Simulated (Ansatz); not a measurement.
Calculated with Ansatz: PbS, settings compared

The input file (Ansatz 0.2.0, plane waves):

```yaml
crystal:
  lattice:
    - [-2.995115, 0.038268, 2.937463]
    - [2.990492, -0.012549, 2.93284]
    - [-0.050817, 6.115931, 0.025718]
  atoms:
    - { symbol: Pb, position: [0.007538, 0.994698, 0.984361] }
    - { symbol: Pb, position: [0.509456, 0.506886, 0.507236] }
    - { symbol: S, position: [0.010419, 0.008672, 0.505598] }
    - { symbol: S, position: [0.493238, 0.498454, 0.983531] }
kpoints:
  mp_grid: { grid: [4, 4, 3], shift: [0.5, 0.5, 0.0] }
magnetization:
  spin_polarized: true
scf:
  occupations: { method: fermi_dirac, width: 0.0422 }
hamiltonian:
  pseudopotentials: { kind: paw }
  xc: pbesol
basis:
  ecutwfc: 420
total_charge: -1.0
output:
  forces: true
  stress: true
  eigenvalues: true
```

The command:

```bash
ansatz run input.yaml --threads 1 --pin off --max-ram 2560MiB --backend cpu --events-out ev --progress --plain --runs-dir out
```

Origin of the cell: a strained cell with displaced atoms, so it need not be a known compound.

Output of this run (shortened):

```
Pseudopotentials: kind: paw
Pseudopotential: Pb, paw, valence charge 14, recommended cutoff 420 eV (normal), Pb.paw.azcp
Pseudopotential: S, paw, valence charge 6, recommended cutoff 420 eV (normal), S.paw.azcp
Functional definition: PBEsol
  exchange = pbesol_x
  correlation = pbesol_c
Crystal: 4 atoms, lattice volume = 107.439 Å³
Basis set: ecut = 420 eV, 2091 PW (Γ), exchange–correlation on 60×60×90 points (8 copies of the dense FFT grid, shifted against one another)
Bands: 25, of which v1, the nominal top of the filled ones, is band 21 counted from 1 (20 counted from 0)
Symmetry: 1 space group operations
Space group: P1 (ITA 1), of the structure as read, at distance tolerance 4.8e-5 Å
k-points: 24 of 48 (time reversal used)
[… 4 lines left out …]
Initial density: superposition of atomic densities (chi_scale 0.1, normalization cell, long waves kept (reshape's long-wave potential 0.00 eV rms))
Functional: x = pbesol(κ = 0.804, μ = 0.123457), c = pbesol(β = 0.046)
SCF iter   1: F=—  HF=-25274.570720 eV  Δρ=2.52e-2  dr2=4.70e0  dr2_m=0.00e0  M=0.000 μB ∫|m|=0.000 μB
SCF iter   2: F=—  HF=-25273.635191 eV  Δρ=1.67e-2  dr2=2.29e0  dr2_m=0.00e0  M=0.000 μB ∫|m|=0.000 μB  defer=5
SCF iter   3: F=—  HF=-25272.009928 eV  Δρ=9.75e-3  dr2=7.65e-2  dr2_m=5.27e-2  M=1.372 μB ∫|m|=1.372 μB  defer=5
SCF iter   4: F=—  HF=-25272.698457 eV  Δρ=7.99e-3  dr2=7.98e-2  dr2_m=3.26e-2  M=0.339 μB ∫|m|=0.351 μB  defer=26
SCF iter   5: F=—  HF=-25272.733725 eV  Δρ=4.07e-3  dr2=3.22e-2  dr2_m=6.43e-3  M=0.292 μB ∫|m|=0.298 μB  defer=7
SCF iter   6: F=—  HF=-25272.743272 eV  Δρ=7.23e-4  dr2=1.30e-3  dr2_m=2.40e-4  M=0.132 μB ∫|m|=0.135 μB  defer=7
SCF iter   7: F=—  HF=-25272.745262 eV  Δρ=1.30e-4  dr2=1.22e-4  dr2_m=0.00e0  M=0.000 μB ∫|m|=0.000 μB  defer=3
SCF iter   8: F=—  HF=-25272.745275 eV  Δρ=5.94e-5  dr2=4.05e-5  dr2_m=0.00e0  M=0.000 μB ∫|m|=0.000 μB  defer=3
SCF iter   9: F=—  HF=-25272.745274 eV  Δρ=1.61e-5  dr2=3.96e-6  dr2_m=0.00e0  M=0.000 μB ∫|m|=0.000 μB  defer=3
SCF iter  10: F=—  HF=-25272.745274 eV  Δρ=5.40e-6  dr2=2.85e-7  dr2_m=0.00e0  M=0.000 μB ∫|m|=0.000 μB  defer=3
SCF iter  11: F=-25272.745274 eV  HF=-25272.745274 eV  Δρ=1.91e-6  dr2=3.48e-8  dr2_m=0.00e0  M=0.000 μB ∫|m|=0.000 μB
SCF 1 converged in 11 iterations: F = -25272.745274 eV  dr2 = 3.48e-8
SCF converged after 11 iterations
Magnetization: 0.0000 μB (20.5000 up, 20.5000 down)
Absolute magnetization: 0.0000 μB (∫|ρ↑−ρ↓|)
Spin contamination: 0.0000 ħ² per cell (⟨S²⟩ above its minimum at these occupations)
Per-site moments (μB) at R_I (Å): [(0.0, 1.198152), (0.0, 1.201651), (0.0, 1.207478), (0.0, 1.198152)]
Free energy (F): -25272.745274 eV
Harris-Foulkes:  -25272.745274 eV  (|F-HF|=1.39e-8)
Internal energy: -25272.726252 eV  (E = F + TS)
E sigma→0 (E₀):  -25272.735763 eV
Entropy (-TS):   -0.019022 eV (-4.756 meV/atom)
Fermi energy:    9.104606 eV
--- Per-component energies (eV) ---
  E_band       = -122.576984
  E_kinetic    = 799.302885
  E_local      = -2502.182499  (includes V_loc(G=0)·N_el)
  E_nonlocal   = 764.470415
  E_hartree    = 971.882733
  E_xc         = -639.762613
  E_vxc        = -452.151492  (∫ρ·V_xc dr)
  E_paw        = -21677.115122  (= ΣΔE_a)
  E_vpaw       = -675.781512  (= ΣTr[D̂ρ^β])
  E_aug_tail   = 0.000098  (compensation charges beyond the density's cutoff)
  E_ewald      = -2989.570280
  E_core_change = 0.248132  (= ΣΔE_core)
  E_smearing   = -0.019022  (= −TS)
[… 2 lines left out …]
--- Forces (eV/Å), atoms counted from 1 ---
  atom   1  Pb     0.087284     0.134842    -0.042682
  atom   2  Pb    -0.013537    -0.157718     0.004251
  atom   3  S      0.007471    -0.051127     0.004805
  atom   4  S     -0.081219     0.074002     0.033625
  max |Σ_I F_I| component: 8.39e-7 eV/Å
--- Stress (GPa, compression-positive) ---
       -1.090969      -0.295856      -0.048784
       -0.295856      -3.974707       0.066042
       -0.048784       0.066042       0.846593
  P = ⅓ Tr σ = -1.4064 GPa (-14.064 kbar)
```

The same input was run again with these changes:

1. `scf.occupations.width` 0.0422 → 0.15; `scf.occupations.method` fermi_dirac → methfessel_paxton; `scf.lower_state_search` default → light
2. `scf.occupations.method` fermi_dirac → gaussian; `scf.occupations.width` 0.0422 → 0.01; `accuracy` default → medium
3. `scf.occupations.method` fermi_dirac → gaussian; `scf.occupations.width` 0.0422 → 0.3; `scf.convergence.dr2_threshold` default → 1.0e-06; `basis.xc_grid` default → 4
4. `accuracy` default → medium

| run | end | SCF iterations | P (GPa) | max force component (eV/Å) | moment (μB) | ΔE(σ→0) (meV/atom) |
| --- | --- | --- | --- | --- | --- | --- |
| base | converged | 11 | – | 0.158 | 0.00 | 0 |
| 1 | converged | 11 | – | 0.159 | 0.00 | -0.09 |
| 2 | converged | 13 | – | 0.159 | 0.24 | 0.55 |
| 3 | converged | 10 | – | 0.152 | 0.00 | -2.38 |
| 4 | converged | 11 | – | 0.158 | 0.00 | 0.00 |

Energies are compared only where functional, datasets, charge and starting cell are the same.

Caveats of the base run: charged cell with a uniform background, whose pressure depends on convention; no moments, though an odd count or open d shells may carry them; no spin-orbit coupling, though heavy elements are present; spin is on but no moment was typed; the k mesh is coarse if the cell is a metal.

Run 3: the SCF threshold is loose for forces; wide smearing.

The base run ran for 15 s on 1 thread of Intel(R) Xeon(R) Platinum 8375C CPU @ 2.90GHz (Ice Lake), with other jobs on the host, peak memory 0.42 GiB, from the program's own first density.
